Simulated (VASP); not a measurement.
Crystal: Hf.

```
Hf
1.0
     4.96233    0.00000    0.00000
    -2.48116    4.29750    0.00000
     0.00000    0.00000    3.08623
Hf
3
Cartesian
  2.4812 1.4325 1.5431
  0.0000 2.8650 1.5431
  0.0000 0.0000 0.0000
```

This isn't the form of Hf at room conditions, which is hcp.

| Quantity | Value |
| --- | --- |
| Program | VASP 6.6.1 |
| Task | relaxation of cell and atoms |
| Functional | RPBE |
| Potentials or basis | VASP PAW PBE potentials, release 64 (Hf_pv) |
| Cutoff | 600 eV |
| k mesh | 12 × 12 × 14 |
| Occupations | gaussian, width 0.1 eV |
| Spin | no spin polarisation |

At the start: pressure 4.3 GPa; volume 21.94 Å³/atom.

Problem. Where does the relaxation end?

Solution. Over 9 steps the energy falls by 11.5 meV/atom and the volume is 22.81 Å³/atom (+4.0 %); space group P6/mmm (No. 191, to 0.05 Å).

Step by step:
| step | energy change (eV) | largest force (eV/Å) | pressure (GPa) | volume (Å³) |
| --- | --- | --- | --- | --- |
| 1 | 0.0000 | 0.0000 | 4.32 | 65.82 |
| 2 | 0.0096 | 0.0000 | -4.30 | 71.61 |
| 3 | -0.0344 | 0.0000 | -0.03 | 68.47 |
| 4 | -0.0344 | 0.0000 | 0.04 | 68.41 |
| 5 | -0.0344 | 0.0000 | 0.05 | 68.41 |
| 6 | -0.0344 | 0.0000 | 0.05 | 68.41 |
| 7 | -0.0344 | 0.0000 | 0.05 | 68.41 |
| 8 | -0.0344 | 0.0000 | -0.04 | 68.47 |
| 9 | -0.0344 | 0.0000 | 0.01 | 68.44 |

Final structure:
```cif
data_structure
_symmetry_space_group_name_H-M 'P 1'
_symmetry_Int_Tables_number 1
_cell_length_a 5.0319
_cell_length_b 5.0319
_cell_length_c 3.1211
_cell_angle_alpha 90.000
_cell_angle_beta 90.000
_cell_angle_gamma 120.000
_cell_volume 68.44
loop_
_atom_site_label
_atom_site_type_symbol
_atom_site_fract_x
_atom_site_fract_y
_atom_site_fract_z
_atom_site_occupancy
Hf1 Hf 0.66667 0.33333 0.50000 1
Hf2 Hf 0.33333 0.66667 0.50000 1
Hf3 Hf 0.00000 0.00000 0.00000 1
```

Caveat: the PAW data sets were made with another functional, which shifts forces and pressure a little.
